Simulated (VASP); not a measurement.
Wanted: the native input for a VASP 6.6.1 run.

```yaml
Task: relaxation of cell and atoms
Functional: r2SCAN
Potentials_or_basis: VASP PAW PBE potentials, release 64 (Ni)
Cutoff: 600 eV
k_mesh: 22 × 22 × 22
Occupations: methfessel-paxton, width 0.1 eV
Spin: collinear spin, ferromagnetic start
Starting_moments: "[0.7] μB"
Further_INCAR_settings: ALGO = Normal; EDIFF = 1e-06; AMIX = 0.2; BMIX = 0.0001; IBRION = 2; EDIFFG = -0.01; NSW = 90; ISIF = 3
```

The structure of Ni lies in POSCAR:

```
Ni
1.0
    0.0000000000      1.7619350000      1.7619350000
    1.7619350000      0.0000000000      1.7619350000
    1.7619350000      1.7619350000      0.0000000000
Ni
1
Direct
    0.0000000000      0.0000000000      0.0000000000
```

The input as run:

INCAR

```
PREC = Accurate
ENCUT = 600
EDIFF = 1E-6
ISMEAR = 1
SIGMA = 0.1
LREAL = False
LASPH = True
NELM = 150
ALGO = Normal
ISIF = 3
LWAVE = False
LCHARG = False
ISPIN = 2
MAGMOM = 0.7
LORBIT = 11
LMAXMIX = 4
METAGGA = R2SCAN
LMIXTAU = True
IBRION = 2
NSW = 90
EDIFFG = -0.01
AMIX = 0.2
BMIX = 1E-4
AMIX_MAG = 0.8
BMIX_MAG = 1E-4
```

KPOINTS

```
regular mesh
0
Gamma
  22 22 22
```

Potentials or basis: VASP PAW PBE potentials, release 64 (Ni).

Run with:

```sh
$ cat potpaw_PBE.64/Ni/POTCAR > POTCAR
$ mpirun -np 1 vasp_std > vasp.out
```

Results of the run:

| Item | Value |
| --- | --- |
| Relaxed volume | 10.53 Å³/atom |
| Relaxed cell | a = 2.460 Å, b = 2.460 Å, c = 2.460 Å, α = 60.00°, β = 60.00°, γ = 60.00° |
| Space group after relaxing (to 0.05 Å) | Fm-3m (No. 225) |
| Energy gained by relaxing | 10.1 meV/atom |
| Ionic steps | 3 |
| Pressure after relaxing | -0.1 GPa |
| Band gap on the k mesh | none (metal or under the smearing width) |
| Net moment | 0.73 μB per cell |
| Site moments | Ni +0.75 μB |
| Valence electrons inside the program's atomic spheres | Ni 9.41 |

Caveat: the PAW data sets were made with another functional, which shifts forces and pressure a little.

Run time: 6.2 min on 1 thread of Intel(R) Xeon(R) 6975P-C (Granite Rapids), on a shared host, peak memory 0.21 GiB.
